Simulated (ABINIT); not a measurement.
# HfC (Fm-3m) in ABINIT: single point with PBEsol

Aim: the single point of HfC with PBEsol.

Program: ABINIT 10.8.3 (patched build). These are calculated values, not measurements. Logs are shortened: lines on timing, memory, paths and dates and some standing lists are left out, and cuts for length are marked. The log counts tension as positive stress, the text compression.

## 1. The undisturbed crystal

The structure is cubic, space group Fm-3m (No. 225). Conventional cell: a = 4.650 Å, b = 4.650 Å, c = 4.650 Å, α = 90.00°, β = 90.00°, γ = 90.00°. Hf (site symmetry m-3m) has 6 C at 2.33 Å as nearest neighbours. C (site symmetry m-3m) is surrounded by 6 Hf at 2.33 Å.

## 2. Single point, PBEsol (cell relaxed)

Input file run.abi:

```
# Pseudopotentials
pp_dirpath "./"
pseudos "Hf.upf, C.upf"

# Structure
acell 3*1.0 Angstrom
rprim
     0.0000000000     2.3050122300     2.3050122300
     2.3050122300     0.0000000000     2.3050122300
     2.3050122300     2.3050122300     0.0000000000
ntypat 2
znucl 72 6
natom 2
typat 1 2
xred
     0.5000000000     0.5000000000     0.5000000000
     0.0000000000     0.0000000000     0.0000000000
chkprim 0
chksymtnons 0
tolsym 1.0e-6

# Plane-wave basis
ecut 41.0

# k points
kptopt 1
ngkpt 8 8 8
nshiftk 1
shiftk 0.0 0.0 0.0

# Exchange and correlation
ixc -116133

# Bands and occupations
nband 12
occopt 3
tsmear 0.00183747

# SCF cycle
nstep 100
tolvrs 1.0e-10

# Output
iomode 3
prtwf 0
prtden 0
prteig 0
prtebands 0
enunit 2
```

Potentials or basis: PseudoDojo NC SR PBEsol v0.4.1 standard.

Run with:

```sh
mpirun --bind-to none -np 4 abinit run.abi > log 2>&1
```

run.abo:

```text
.Version 10.8.3 of ABINIT
 Symmetries : space group Fm -3 m (#225); Bravais cF (face-center cubic)
================================================================================
 Values of the parameters that define the memory need of the present run
     intxc =       0    ionmov =       0      iscf =       7    lmnmax =       8
     lnmax =       8     mgfft =      36  mpssoang =       4    mqgrid =    3001
     natom =       2  nloc_mem =       1    nspden =       1   nspinor =       1
    nsppol =       1      nsym =      48    n1xccc =    2501    ntypat =       2
    occopt =       3   xclevel =       2
       mpw =        2120          nfft =       46656          nkpt =          29
================================================================================
================================================================================

--------------------------------------------------------------------------------
------------- Echo of variables that govern the present computation ------------
--------------------------------------------------------------------------------
 -outvars: echo values of preprocessed input variables --------
            acell      1.8897261259E+00  1.8897261259E+00  1.8897261259E+00 Bohr
              amu      1.78490000E+02  1.20110000E+01
          chkprim           0
      chksymtnons           0
             ecut      4.10000000E+01 Hartree
           enunit           2
              ixc     -116133
         kptrlatt        8    0    0      0    8    0      0    0    8
          kptrlen      4.92807248E+01
            natom           2
            nband          12
            ngfft          36      36      36
             nkpt          29
            nstep         100
             nsym          48
           ntypat           2
           occopt           3
           prtden           0
        prtebands           0
           prteig           0
            prtwf           0
            rprim      0.0000000000E+00  2.3050122300E+00  2.3050122300E+00
                       2.3050122300E+00  0.0000000000E+00  2.3050122300E+00
                       2.3050122300E+00  2.3050122300E+00  0.0000000000E+00
          spgroup         225
           tolsym      1.00000000E-06
           tolvrs      1.00000000E-10
           tsmear      1.83747000E-03 Hartree
            typat      1  2
           xangst      2.3050122300E+00  2.3050122300E+00  2.3050122300E+00
                       0.0000000000E+00  0.0000000000E+00  0.0000000000E+00
            xcart      4.3558418316E+00  4.3558418316E+00  4.3558418316E+00
                       0.0000000000E+00  0.0000000000E+00  0.0000000000E+00
             xred      5.0000000000E-01  5.0000000000E-01  5.0000000000E-01
                       0.0000000000E+00  0.0000000000E+00  0.0000000000E+00
            znucl       72.00000    6.00000

================================================================================

 chkinp: Checking input parameters for consistency.

================================================================================
== DATASET  1 ==================================================================

--- !DatasetInfo
iteration_state: {dtset: 1, }
dimensions: {natom: 2, nkpt: 29, mband: 12, nsppol: 1, nspinor: 1, nspden: 1, mpw: 2120, }
cutoff_energies: {ecut:  41.0, pawecutdg:  -1.0, }
electrons: {nelect:   1.60000000E+01, charge:   0.00000000E+00, occopt:   3.00000000E+00, tsmear:   1.83747000E-03, }
meta: {optdriver: 0, ionmov: 0, optcell: 0, iscf: 7, paral_kgb: 0, }
...

 Real(R)+Recip(G) space primitive vectors, cartesian coordinates (Bohr,Bohr^-1):
 R(1)=  0.0000000  4.3558418  4.3558418  G(1)= -0.1147884  0.1147884  0.1147884
 R(2)=  4.3558418  0.0000000  4.3558418  G(2)=  0.1147884 -0.1147884  0.1147884
 R(3)=  4.3558418  4.3558418  0.0000000  G(3)=  0.1147884  0.1147884 -0.1147884
 Unit cell volume ucvol=  1.6528989E+02 bohr^3
 Angles (23,13,12)=  6.00000000E+01  6.00000000E+01  6.00000000E+01 degrees

 getcut: wavevector=  0.0000  0.0000  0.0000  ngfft=  36  36  36
         ecut(hartree)=     41.000   => boxcut(ratio)=   2.02749

--- Pseudopotential description ------------------------------------------------
- pspini: atom type   1  psp file is ./Hf.upf
12 -116133 3 -1 1656                          pspcod,pspxc,lmax,lloc,mmax
     nproj     2     2     2     2

- pspini: atom type   2  psp file is ./C.upf
12 -116133 1 -1 1248                          pspcod,pspxc,lmax,lloc,mmax
     nproj     2     2     0     0

   4.21438400E+02                                ecore*ucvol(ha*bohr**3)
--------------------------------------------------------------------------------

================================================================================

--- !BeginCycle
iteration_state: {dtset: 1, }
solver: {iscf: 7, nstep: 100, nline: 4, wfoptalg: 0, }
tolerances: {tolvrs: 1.00E-10, }
...

     iter   Etot(hartree)      deltaE(h)  residm     vres2
 ETOT  1  -62.285478971094    -6.229E+01 1.073E-01 7.828E+02
 ETOT  2  -62.273815818715     1.166E-02 1.242E-01 9.775E+02
 ETOT  3  -62.460540420449    -1.867E-01 1.326E-01 3.696E-01
 ETOT  4  -62.460716087752    -1.757E-04 1.561E-03 3.646E-02
 ETOT  5  -62.460720357810    -4.270E-06 1.917E-04 1.317E-02
 ETOT  6  -62.460723087772    -2.730E-06 3.059E-04 6.301E-04
 ETOT  7  -62.460723218408    -1.306E-07 4.428E-05 5.169E-06
 ETOT  8  -62.460723219379    -9.710E-10 6.276E-05 2.178E-07
 ETOT  9  -62.460723219425    -4.665E-11 2.567E-05 2.939E-09
 ETOT 10  -62.460723219427    -1.563E-12 1.335E-05 1.117E-11

 At SCF step   10       vres2   =  1.12E-11 < tolvrs=  1.00E-10 =>converged.

 Cartesian components of stress tensor (hartree/bohr^3)
  sigma(1 1)=  2.01386500E-06  sigma(3 2)=  0.00000000E+00
  sigma(2 2)=  2.01386500E-06  sigma(3 1)=  0.00000000E+00
  sigma(3 3)=  2.01386500E-06  sigma(2 1)=  0.00000000E+00

--- !ResultsGS
iteration_state: {dtset: 1, }
comment   : Summary of ground state results
lattice_vectors:
- [  0.0000000,   4.3558418,   4.3558418, ]
- [  4.3558418,   0.0000000,   4.3558418, ]
- [  4.3558418,   4.3558418,   0.0000000, ]
lattice_lengths: [   6.16009,    6.16009,    6.16009, ]
lattice_angles: [ 60.000,  60.000,  60.000, ] # degrees, (23, 13, 12)
lattice_volume:   1.6528989E+02
convergence: {deltae: -1.563E-12, res2:  1.117E-11, residm:  1.335E-05, diffor: null, }
etotal    :  -6.24607232E+01
entropy   :   0.00000000E+00
fermie    :   4.16153017E-01
cartesian_stress_tensor: # hartree/bohr^3
- [  2.01386500E-06,   0.00000000E+00,   0.00000000E+00, ]
- [  0.00000000E+00,   2.01386500E-06,   0.00000000E+00, ]
- [  0.00000000E+00,   0.00000000E+00,   2.01386500E-06, ]
pressure_GPa:  -5.9250E-02
xred      :
- [  5.0000E-01,   5.0000E-01,   5.0000E-01, Hf]
- [  0.0000E+00,   0.0000E+00,   0.0000E+00,  C]
cartesian_forces: # hartree/bohr
- [ -0.00000000E+00,  -0.00000000E+00,  -0.00000000E+00, ]
- [ -0.00000000E+00,  -0.00000000E+00,  -0.00000000E+00, ]
force_length_stats: {min:   0.00000000E+00, max:   0.00000000E+00, mean:   0.00000000E+00, }
...

 Integrated electronic density in atomic spheres:
 ------------------------------------------------
 Atom  Sphere_radius  Integrated_density
    1        2.00000          8.44707510
    2        2.00000          3.89683008
================================================================================

 ----iterations are completed or convergence reached----

 Mean square residual over all n,k,spin=   89.638E-09; max=  13.349E-06
 reduced coordinates (array xred) for    2 atoms
       0.500000000000      0.500000000000      0.500000000000
       0.000000000000      0.000000000000      0.000000000000
 rms dE/dt=  0.0000E+00; max dE/dt=  0.0000E+00; dE/dt below (all hartree)
    1       0.000000000000      0.000000000000      0.000000000000
    2       0.000000000000      0.000000000000      0.000000000000

 cartesian coordinates (angstrom) at end:
    1      2.30501223000000     2.30501223000000     2.30501223000000
    2      0.00000000000000     0.00000000000000     0.00000000000000

 cartesian forces (hartree/bohr) at end:
    1     -0.00000000000000    -0.00000000000000    -0.00000000000000
    2     -0.00000000000000    -0.00000000000000    -0.00000000000000
 frms,max,avg= 0.0000000E+00 0.0000000E+00   0.000E+00  0.000E+00  0.000E+00 h/b

 cartesian forces (eV/Angstrom) at end:
    1     -0.00000000000000    -0.00000000000000    -0.00000000000000
    2     -0.00000000000000    -0.00000000000000    -0.00000000000000
 frms,max,avg= 0.0000000E+00 0.0000000E+00   0.000E+00  0.000E+00  0.000E+00 e/A
 length scales=  1.889726125908  1.889726125908  1.889726125908 bohr
              =  1.000000000000  1.000000000000  1.000000000000 angstroms
 Fermi (or HOMO) energy (hartree) =   0.41615   Average Vxc (hartree)=  -0.47858
 Eigenvalues (hartree) for nkpt=  29  k points:
 kpt#   1, nband= 12, wtk=  0.00195, kpt=  0.0000  0.0000  0.0000 (reduced coord)
  -1.82017   -0.66055   -0.66055   -0.66055   -0.03832    0.45724    0.45724    0.45724
   0.46817    0.46817    0.46817    0.54492
      occupation numbers for kpt#   1
   2.00000    2.00000    2.00000    2.00000    2.00000    0.00000    0.00000    0.00000
   0.00000    0.00000    0.00000    0.00000
 prteigrs : prtvol=0 or 1, do not print more k-points.

 Fermi (or HOMO) energy (eV) =  11.32410   Average Vxc (eV)= -13.02286
 Eigenvalues (   eV  ) for nkpt=  29  k points:
 kpt#   1, nband= 12, wtk=  0.00195, kpt=  0.0000  0.0000  0.0000 (reduced coord)
 -49.52929  -17.97438  -17.97438  -17.97438   -1.04281   12.44208   12.44208   12.44208
  12.73947   12.73947   12.73947   14.82814
 prteigrs : prtvol=0 or 1, do not print more k-points.

--- !EnergyTerms
iteration_state     : {dtset: 1, }
comment             : Components of total free energy in Hartree
kinetic             :  1.85638838343977E+01
hartree             :  6.43579797651409E+00
xc                  : -1.63306227547803E+01
Ewald energy        : -4.81073648455826E+01
psp_core            :  2.54969249076549E+00
local_psp           : -2.79934891200178E+01
non_local_psp       :  2.42147750507412E+00
internal            : -6.24606249136293E+01
'-kT*entropy'       : -9.83057977187865E-05
total_energy        : -6.24607232194270E+01
total_energy_eV     : -1.69964286472714E+03
band_energy         : -5.66400174033799E+00
...

 Cartesian components of stress tensor (hartree/bohr^3)
  sigma(1 1)=  2.01386500E-06  sigma(3 2)=  0.00000000E+00
  sigma(2 2)=  2.01386500E-06  sigma(3 1)=  0.00000000E+00
  sigma(3 3)=  2.01386500E-06  sigma(2 1)=  0.00000000E+00

-Cartesian components of stress tensor (GPa)         [Pressure= -5.9250E-02 GPa]
- sigma(1 1)=  5.92499540E-02  sigma(3 2)=  0.00000000E+00
- sigma(2 2)=  5.92499540E-02  sigma(3 1)=  0.00000000E+00
- sigma(3 3)=  5.92499540E-02  sigma(2 1)=  0.00000000E+00

== END DATASET(S) ==============================================================
================================================================================

 -outvars: echo values of variables after computation  --------
            acell      1.8897261259E+00  1.8897261259E+00  1.8897261259E+00 Bohr
           etotal     -6.2460723219E+01
            fcart     -0.0000000000E+00 -0.0000000000E+00 -0.0000000000E+00
                      -0.0000000000E+00 -0.0000000000E+00 -0.0000000000E+00
            rprim      0.0000000000E+00  2.3050122300E+00  2.3050122300E+00
                       2.3050122300E+00  0.0000000000E+00  2.3050122300E+00
                       2.3050122300E+00  2.3050122300E+00  0.0000000000E+00
           strten      2.0138650050E-06  2.0138650050E-06  2.0138650050E-06
                       0.0000000000E+00  0.0000000000E+00  0.0000000000E+00
           xangst      2.3050122300E+00  2.3050122300E+00  2.3050122300E+00
                       0.0000000000E+00  0.0000000000E+00  0.0000000000E+00
             xred      5.0000000000E-01  5.0000000000E-01  5.0000000000E-01
                       0.0000000000E+00  0.0000000000E+00  0.0000000000E+00
 Calculation completed.
```

Wall time 8.8 s (4 MPI ranks of Intel Xeon Platinum 8488C (Sapphire Rapids), shared host); peak memory 0.28 GiB.

What came out:

```yaml
Free_energy: -1699.6429 eV
Pressure: -0.1 GPa
Band_gap_on_the_k_mesh: none (metal or under the smearing width)
Valence_electrons_inside_the_program's_atomic_spheres: Hf 8.45; C 3.90
```
